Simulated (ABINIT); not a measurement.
# AlAs (F-43m): G0W0 in ABINIT against the screening cutoff in the self-energy

Aim: move the screening cutoff in the self-energy of a G0W0 run on AlAs (F-43m) over a wide range.

Method: PBE and many-body steps on it, plane waves, in ABINIT 10.8.3.

## (1) The starting structure

Symmetry: F-43m, No. 216, cubic system. The conventional cell has a = 5.661 Å, b = 5.661 Å, c = 5.661 Å, α = 90.00°, β = 90.00°, γ = 90.00°. Nearest to Al lie 4 As at 2.45 Å. Nearest to As lie 4 Al at 2.45 Å. Farther neighbours are not listed.

Coordinates:

```cif
data_structure
_symmetry_space_group_name_H-M 'P 1'
_symmetry_Int_Tables_number 1
_cell_length_a 4.0028
_cell_length_b 4.0028
_cell_length_c 4.0028
_cell_angle_alpha 60.000
_cell_angle_beta 60.000
_cell_angle_gamma 60.000
_cell_volume 45.35
loop_
_atom_site_label
_atom_site_type_symbol
_atom_site_fract_x
_atom_site_fract_y
_atom_site_fract_z
_atom_site_occupancy
Al1 Al 0.00000 0.00000 0.00000 1
As2 As 0.25000 0.25000 0.25000 1
```

The cell and positions come from the Crystallography Open Database and are kept as given unless a step says otherwise.

## (2) Screening, 4×4×4 mesh, 300 bands, screening to 272.1 eV

This step: ABINIT 10.8.3; RPA screening on PBE, plane waves, norm-conserving pseudopotentials.

The RPA dielectric matrix is built and inverted for each q.

The input, run.abi:

```
acell 3*1.0 Angstrom
rprim 
  -0.000000000000 2.830400000000 2.830400000000
  2.830400000000 0.000000000000 2.830400000000
  2.830400000000 2.830400000000 0.000000000000
ntypat 2
znucl 13 33
natom 2
typat 1 2
xred 
  0.000000000000 0.000000000000 0.000000000000
  0.250000000000 0.250000000000 0.250000000000
pp_dirpath "pseudos"
pseudos "Al.upf, As.upf"
ecut 38
ngkpt 4 4 4
nshiftk 1
shiftk 0 0 0
kptopt 1
chksymbreak 0
istwfk *1
occopt 1
irdwfk 1
optdriver 3
nband 300
ecuteps 10
inclvkb 2
awtr 1
symchi 1
indata_prefix "in"
outdata_prefix "out"
tmpdata_prefix "tmp"
```

Started as:

```bash
$ OMP_NUM_THREADS=1 mpirun -n 8 abinit run.abi > log
```

What it wrote:

```text
.Version 10.8.3 of ABINIT. v10.8.2 released Aug 2026.

 Symmetries : space group F-4 3 m (#216); Bravais cF (face-center cubic)
[... echo of the input left out ...]
== DATASET  1 ==================================================================
-   mpi_nproc: 8, omp_nthreads: 1 (-1 if OMP is not activated)

--- !DatasetInfo
iteration_state: {dtset: 1, }
dimensions: {natom: 2, nkpt: 8, mband: 300, nsppol: 1, nspinor: 1, nspden: 1, mpw: 3479, }
cutoff_energies: {ecut:  38.0, pawecutdg:  -1.0, }
electrons: {nelect:   1.80000000E+01, charge:   0.00000000E+00, occopt:   1.00000000E+00, tsmear:   1.00000000E-02, }

 SCREENING: Calculation of the susceptibility and dielectric matrices

 Based on a program developped by R.W. Godby, V. Olevano, G. Onida, and L. Reining.
 Incorporated in ABINIT by V. Olevano, G.-M. Rignanese, and M. Torrent.
.Using double precision arithmetic ; gwpc =  8

[... cell and pseudopotentials left out ...]
--------------------------------------------------------------------------------

 ==== K-mesh for the wavefunctions ====
 Number of points in the irreducible wedge :     8
[... list of points left out ...]
 Together with 24 symmetry operations and time-reversal symmetry
 yields    64 points in the full Brillouin Zone.

 ==== Q-mesh for the screening function ====
 Number of points in the irreducible wedge :     8
[... list of points left out ...]
 Together with 24 symmetry operations and time-reversal symmetry
 yields    64 points in the full Brillouin Zone.

 setmesh: FFT mesh size selected  =    32x   32x   32
          total number of points  =        32768

 vcoul_init : cutoff-mode = AUXILIARY_FUNCTION
 q-points for optical limit:   1
     1)      0.000010    0.000020    0.000030

- screening: taking advantage of time-reversal symmetry
- Maximum band index for partially occupied states nbvw = 9
- Remaining bands to be divided among processors   nbcw = 291
- Number of bands treated by each node ~36

 Number of electrons calculated from density =   18.0000; Expected =   18.0000
 average of density, n =  0.058817
 r_s =    1.5952
 omega_plasma =   23.3941 [eV]

 calculating chi0 at frequencies [eV] :
  1    0.000000E+00    0.000000E+00
  2    0.000000E+00    2.339413E+01

--------------------------------------------------------------------------------
  q-point number  1        q = ( 0.000000, 0.000000, 0.000000) [r.l.u.]
--------------------------------------------------------------------------------
[... chi0 elements left out ...]
 For q-point:  0.000010 0.000020 0.000030
  dielectric constant =  14.2882
  dielectric constant without local fields =  16.0201

  Average fulfillment of the sum rule on Im[epsilon] for q-point    1 :    109.64  [%]
[... wings left out ...]
  q-point number  2        q = ( 0.250000, 0.000000, 0.000000) [r.l.u.]
--------------------------------------------------------------------------------
[... chi0 elements left out ...]
  Average fulfillment of the sum rule on Im[epsilon] for q-point    2 :    126.54  [%]

 [... 6 further q-points ...]
```

It took 22 s on 8 MPI ranks of AMD EPYC 9R45, shared host; peak memory 2.5 GiB; 2.9 min of CPU time.

Numbers from this step:

```
ε∞ with local fields, on this mesh, along the program's q direction : 14.29
the same without local fields                                       : 16.02
plasma frequency                                                    : 23.39 eV
plane waves in the screening matrix                                 : 459
```

Local fields lower ε∞ by 11 %. On a Γ-centred mesh this coarse the value itself is usually too large, while a short band sum pulls it down.

## (3) 1 Ha

This step: G0W0 on PBE, plane waves, norm-conserving pseudopotentials.

run.abi: that of step 2 with these lines changed.

```diff
@@ -23,8 +23,17 @@
 irdwfk 1
-optdriver 3
+optdriver 4
 nband 300
-ecuteps 10
-inclvkb 2
-awtr 1
-symchi 1
+gwcalctyp 0
+ecutsigx 38
+symsigma 1
+nkptgw 2
+kptgw 
+  0.0000000000 0.0000000000 0.0000000000
+  0.5000000000 0.5000000000 0.0000000000
+bdgw 
+  7 13
+  8 11
+ecuteps 1
+irdscr 1
+ppmodel 1
 indata_prefix "in"
```

What it wrote:

```text
.Version 10.8.3 of ABINIT. v10.8.2 released Aug 2026.

 Symmetries : space group F-4 3 m (#216); Bravais cF (face-center cubic)
[... echo of the input left out ...]
== DATASET  1 ==================================================================
-   mpi_nproc: 8, omp_nthreads: 1 (-1 if OMP is not activated)

--- !DatasetInfo
iteration_state: {dtset: 1, }
dimensions: {natom: 2, nkpt: 8, mband: 300, nsppol: 1, nspinor: 1, nspden: 1, mpw: 3479, }
cutoff_energies: {ecut:  38.0, pawecutdg:  -1.0, }
electrons: {nelect:   1.80000000E+01, charge:   0.00000000E+00, occopt:   1.00000000E+00, tsmear:   1.00000000E-02, }

 SIGMA: Calculation of the GW corrections

 Based on a program developped by R.W. Godby, V. Olevano, G. Onida, and L. Reining.
 Incorporated in ABINIT by V. Olevano, G.-M. Rignanese, and M. Torrent.
.Using double precision arithmetic ; gwpc =  8

[... cell and pseudopotentials left out ...]
--------------------------------------------------------------------------------

 ==== K-mesh for the wavefunctions ====
 Number of points in the irreducible wedge :     8
[... list of points left out ...]
 Together with 24 symmetry operations and time-reversal symmetry
 yields    64 points in the full Brillouin Zone.

 ==== Q-mesh for screening function ====
 Number of points in the irreducible wedge :     8
[... list of points left out ...]
 Together with 24 symmetry operations and time-reversal symmetry
 yields    64 points in the full Brillouin Zone.

 vcoul_init : cutoff-mode = AUXILIARY_FUNCTION
 q-points for optical limit:   1
     1)      0.000010    0.000020    0.000030
 setmesh: FFT mesh size selected  =    45x   45x   45
          total number of points  =        91125

 Number of electrons calculated from density =   18.0000; Expected =   18.0000
 average of density, n =  0.058817
 r_s =    1.5952
 omega_plasma =   23.3941 [eV]

 === KS Band Gaps ===
  >>>> For spin  1
   Minimum direct gap =   2.0450 [eV], located at k-point      :   0.0000  0.0000  0.0000
   Fundamental gap    =   1.4364 [eV], Top of valence bands at :   0.0000  0.0000  0.0000
                                       Bottom of conduction at :   0.5000  0.5000  0.0000
 SIGMA fundamental parameters:
 PLASMON POLE MODEL  1
 number of plane-waves for SigmaX                 3479
 number of plane-waves for SigmaC and W             15
 number of plane-waves for wavefunctions          3479
 number of bands                                   300
 number of independent spin polarizations            1
 number of spinorial components                      1
 number of k-points in IBZ                           8
 number of q-points in IBZ                           8
 number of symmetry operations                      24
 number of k-points in BZ                           64
 number of q-points in BZ                           64
 number of frequencies for dSigma/dE                 9
 frequency step for dSigma/dE [eV]                0.25
 number of omega for Sigma on real axis              0
 max omega for Sigma on real axis  [eV]           0.00
 zcut for avoiding poles [eV]                     0.10

 EPSILON^-1 parameters (SCR file):
 dimension of the eps^-1 matrix on file            459
 dimension of the eps^-1 matrix used                15
 number of plane-waves for wavefunctions          3479
 number of bands                                   300
 number of q-points in IBZ                           8
 number of frequencies                               2
 number of real frequencies                          1
 number of imag frequencies                          1

 matrix elements of self-energy operator (all in [eV])

 Perturbative Calculation

--- !SelfEnergy_ee
iteration_state: {dtset: 1, }
kpoint     : [   0.000,    0.000,    0.000, ]
spin       : 1
KS_gap     :    2.045
QP_gap     :    2.925
Delta_QP_KS:    0.880
data: !SigmaeeData |
     Band     E0 <VxcDFT>   SigX SigC(E0)      Z dSigC/dE  Sig(E)    E-E0       E
        7   3.572 -12.480 -15.265   1.999   0.800  -0.250 -13.108  -0.629   2.943
        8   3.572 -12.480 -15.265   1.999   0.800  -0.250 -13.108  -0.629   2.943
        9   3.572 -12.480 -15.265   1.999   0.800  -0.250 -13.108  -0.629   2.943
       10   5.617 -11.505  -7.571  -3.622   0.805  -0.243 -11.254   0.251   5.868
       11   7.866  -9.416  -4.854  -3.933   0.795  -0.257  -8.916   0.500   8.366
       12   7.866  -9.416  -4.854  -3.933   0.795  -0.257  -8.916   0.500   8.366
       13   7.866  -9.416  -4.854  -3.933   0.795  -0.257  -8.916   0.500   8.366

--- !SelfEnergy_ee
iteration_state: {dtset: 1, }
kpoint     : [   0.500,    0.500,    0.000, ]
spin       : 1
KS_gap     :    3.609
QP_gap     :    4.430
Delta_QP_KS:    0.821
data: !SigmaeeData |
     Band     E0 <VxcDFT>   SigX SigC(E0)      Z dSigC/dE  Sig(E)    E-E0       E
        8   1.400 -11.214 -14.603   2.497   0.784  -0.275 -11.914  -0.699   0.700
        9   1.400 -11.214 -14.603   2.497   0.784  -0.275 -11.914  -0.699   0.700
       10   5.009  -8.299  -4.581  -3.567   0.807  -0.239  -8.177   0.122   5.130
       11   5.873  -8.962  -5.073  -3.489   0.807  -0.240  -8.640   0.323   6.196

== END DATASET(S) ==============================================================
================================================================================

 -outvars: echo values of variables after computation  --------
           etotal      0.0000000000E+00
            nband         300
             nkpt           8
          spgroup         216
 [... the other variables as echoed above ...]

 Calculation completed.
```

The job ended after 2.9 s (8 MPI ranks; peak memory 0.17 GiB; 21 s of CPU time).

This step gave:

```
G0W0 gap on the points computed              : 2.187 eV
starting gap on the mesh                     : 1.436 eV
k of the valence top                         : 0, 0, 0
k of the conduction bottom                   : 0.5, 0.5, 0
Z at the valence top                         : 0.8
Z at the conduction bottom                   : 0.807
least direct G0W0 gap on the computed points : 2.925 eV
```

## (4) 2 Ha

run.abi: that of step 3 with these lines changed.

```diff
@@ -35,3 +35,3 @@
   8 11
-ecuteps 1
+ecuteps 2
 irdscr 1
```

What it wrote:

```text
.Version 10.8.3 of ABINIT. v10.8.2 released Aug 2026.

 Symmetries : space group F-4 3 m (#216); Bravais cF (face-center cubic)
[... echo of the input left out ...]
== DATASET  1 ==================================================================
-   mpi_nproc: 8, omp_nthreads: 1 (-1 if OMP is not activated)

--- !DatasetInfo
iteration_state: {dtset: 1, }
dimensions: {natom: 2, nkpt: 8, mband: 300, nsppol: 1, nspinor: 1, nspden: 1, mpw: 3479, }
cutoff_energies: {ecut:  38.0, pawecutdg:  -1.0, }
electrons: {nelect:   1.80000000E+01, charge:   0.00000000E+00, occopt:   1.00000000E+00, tsmear:   1.00000000E-02, }

 SIGMA: Calculation of the GW corrections

 Based on a program developped by R.W. Godby, V. Olevano, G. Onida, and L. Reining.
 Incorporated in ABINIT by V. Olevano, G.-M. Rignanese, and M. Torrent.
.Using double precision arithmetic ; gwpc =  8

[... cell and pseudopotentials left out ...]
--------------------------------------------------------------------------------

 ==== K-mesh for the wavefunctions ====
 Number of points in the irreducible wedge :     8
[... list of points left out ...]
 Together with 24 symmetry operations and time-reversal symmetry
 yields    64 points in the full Brillouin Zone.

 ==== Q-mesh for screening function ====
 Number of points in the irreducible wedge :     8
[... list of points left out ...]
 Together with 24 symmetry operations and time-reversal symmetry
 yields    64 points in the full Brillouin Zone.

 vcoul_init : cutoff-mode = AUXILIARY_FUNCTION
 q-points for optical limit:   1
     1)      0.000010    0.000020    0.000030
 setmesh: FFT mesh size selected  =    45x   45x   45
          total number of points  =        91125

 Number of electrons calculated from density =   18.0000; Expected =   18.0000
[...]
number of omega for Sigma on real axis              0
 max omega for Sigma on real axis  [eV]           0.00
 zcut for avoiding poles [eV]                     0.10

 EPSILON^-1 parameters (SCR file):
 dimension of the eps^-1 matrix on file            459
 dimension of the eps^-1 matrix used                51
 number of plane-waves for wavefunctions          3479
 number of bands                                   300
 number of q-points in IBZ                           8
 number of frequencies                               2
 number of real frequencies                          1
 number of imag frequencies                          1

 matrix elements of self-energy operator (all in [eV])

 Perturbative Calculation

--- !SelfEnergy_ee
iteration_state: {dtset: 1, }
kpoint     : [   0.000,    0.000,    0.000, ]
spin       : 1
KS_gap     :    2.045
QP_gap     :    3.014
Delta_QP_KS:    0.969
data: !SigmaeeData |
     Band     E0 <VxcDFT>   SigX SigC(E0)      Z dSigC/dE  Sig(E)    E-E0       E
        7   3.572 -12.480 -15.265   1.648   0.788  -0.270 -13.375  -0.895   2.677
        8   3.572 -12.480 -15.265   1.648   0.788  -0.270 -13.375  -0.895   2.677
        9   3.572 -12.480 -15.265   1.648   0.788  -0.270 -13.375  -0.895   2.677
[...]
--- !SelfEnergy_ee
iteration_state: {dtset: 1, }
kpoint     : [   0.500,    0.500,    0.000, ]
spin       : 1
KS_gap     :    3.609
QP_gap     :    4.525
Delta_QP_KS:    0.916
data: !SigmaeeData |
     Band     E0 <VxcDFT>   SigX SigC(E0)      Z dSigC/dE  Sig(E)    E-E0       E
[...]
10   5.009  -8.299  -4.581  -3.764   0.802  -0.246  -8.336  -0.037   4.971
       11   5.873  -8.962  -5.073  -3.763   0.800  -0.250  -8.862   0.101   5.974

== END DATASET(S) ==============================================================
================================================================================

 -outvars: echo values of variables after computation  --------
           etotal      0.0000000000E+00
            nband         300
             nkpt           8
          spgroup         216
 [... the other variables as echoed above ...]

 Calculation completed.
```

Elapsed: 3 s, on 8 MPI ranks; peak memory 0.18 GiB; 22 s of CPU time.

This step gave:

| Quantity | Value |
| --- | --- |
| G0W0 gap on the points computed | 2.294 eV |
| starting gap on the mesh | 1.436 eV |
| k of the valence top | 0, 0, 0 |
| k of the conduction bottom | 0.5, 0.5, 0 |
| Z at the valence top | 0.788 |
| Z at the conduction bottom | 0.802 |
| least direct G0W0 gap on the computed points | 3.014 eV |

## (5) 3.5 Ha

The self-energy is evaluated for the states that the input lists, and the levels follow from it, in one-shot runs by the linearised quasiparticle equation.

run.abi: that of step 4 with these lines changed.

```diff
@@ -35,3 +35,3 @@
   8 11
-ecuteps 2
+ecuteps 3.5
 irdscr 1
```

What it wrote:

```text
.Version 10.8.3 of ABINIT. v10.8.2 released Aug 2026.

 Symmetries : space group F-4 3 m (#216); Bravais cF (face-center cubic)
[... echo of the input left out ...]
== DATASET  1 ==================================================================
-   mpi_nproc: 8, omp_nthreads: 1 (-1 if OMP is not activated)

--- !DatasetInfo
iteration_state: {dtset: 1, }
dimensions: {natom: 2, nkpt: 8, mband: 300, nsppol: 1, nspinor: 1, nspden: 1, mpw: 3479, }
cutoff_energies: {ecut:  38.0, pawecutdg:  -1.0, }
[...]
Band     E0 <VxcDFT>   SigX SigC(E0)      Z dSigC/dE  Sig(E)    E-E0       E
[...]
10   5.009  -8.299  -4.581  -3.821   0.801  -0.248  -8.381  -0.083   4.926
       11   5.873  -8.962  -5.073  -3.851   0.798  -0.253  -8.932   0.030   5.904

== END DATASET(S) ==============================================================
================================================================================

 -outvars: echo values of variables after computation  --------
           etotal      0.0000000000E+00
            nband         300
             nkpt           8
          spgroup         216
 [... the other variables as echoed above ...]

 Calculation completed.
```

Wall time 4.4 s (8 MPI ranks); peak memory 1.4 GiB.

Numbers from this step:

| Quantity | Value |
| --- | --- |
| G0W0 gap on the points computed | 2.443 eV |
| starting gap on the mesh | 1.436 eV |
| k of the valence top | 0, 0, 0 |
| k of the conduction bottom | 0.5, 0.5, 0 |
| least direct G0W0 gap on the computed points | 3.076 eV |

The gap on the mesh goes from 1.44 eV to 2.44 eV, a correction of +1.01 eV.

(Continued in part 2 of 2.)

[Paths, hosts, dates, memory and timing lines, banners, echoed tables and standing remarks are left out of the program output.]

[Logs are printed without paths, hosts, clocks, repeated set-up lines and the standing remarks that a program may print on its own settings, such as how far it seeks lower states.]

[Runs of the session that timed out or met a known fault of the program may be left out.]

[Hosts, paths, dates, database ids (printed as entryN), source tags and the programs' standing remarks are cut or masked in the printed files.]

[G0W0 gaps are taken among the corrected bands and points alone; a level outside them can change the order at an edge.]

[Where Ansatz stands beside ABINIT at settings called matched, ABINIT's density can come from a denser mesh and the files from another edition; pairs whose starting gaps differed by over 0.03 eV were left out, so agreement reads better than it is.]
